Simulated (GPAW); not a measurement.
Runs of GPAW 26.7.0 on Co. The structure is hexagonal, space group P6_3/mmc (No. 194). The conventional cell has a = 2.472 Å, b = 2.472 Å, c = 4.021 Å, α = 90.00°, β = 90.00°, γ = 120.00°. Co (site symmetry -6m2) has 12 Co at 2.47 Å as nearest neighbours. 

| task | level | potentials or basis | U | cell | older calculator (legacy_gpaw) | band path | band points | optimizer | fmax | pressure (GPa) | moment (μB) |
| --- | --- | --- | --- | --- | --- | --- | --- | --- | --- | --- | --- |
| band structure | SOGGA | PAW data sets generated in the run's folder for this functional, pw | - | as given | - | GMKGALHA,LM,KH | 100 | - | - | (b) | 3.07 |
| band structure | LDA+U | the program's PAW data sets (release 1.2.1) made for this functional, pw | Co d U = 7 eV | as given | - | GMKGALHA,LM,KH | 100 | - | - | -1.2 | (a) |
| relaxation of cell and atoms | revPBE+D3 | the program's PAW data sets (release 1.2.1) made for this functional, pw | - | relaxed | - | - | - | FIRE | 0.02 eV/Å | 0.1 | 3.06 |
| band structure | LDA | the program's PAW data sets (release 1.2.1) made for this functional, pw | - | as given | - | GMKGALHA,LM,KH | 60 | - | - | -14.7 | 3.04 |

Alike in all rows: spin collinear, ferromagnetic start; k mesh 9 × 9 × 5; cutoff (eV) 600; smearing fermi-dirac 0.05 eV.

**Question.** Estimate the missing entries.

**Answer.** (a) 4.01; (b) -6.8.

Caveats: the U is typed as a test and isn't derived for this compound (some runs); each step starts from the last one's moments, so a moment once lost doesn't come back (some runs); later steps reuse the first step's grids (some runs); pairwise dispersion overbinds metals, which lowers pressure and volume (some runs).

Runs at the PBE level aren't shown here.
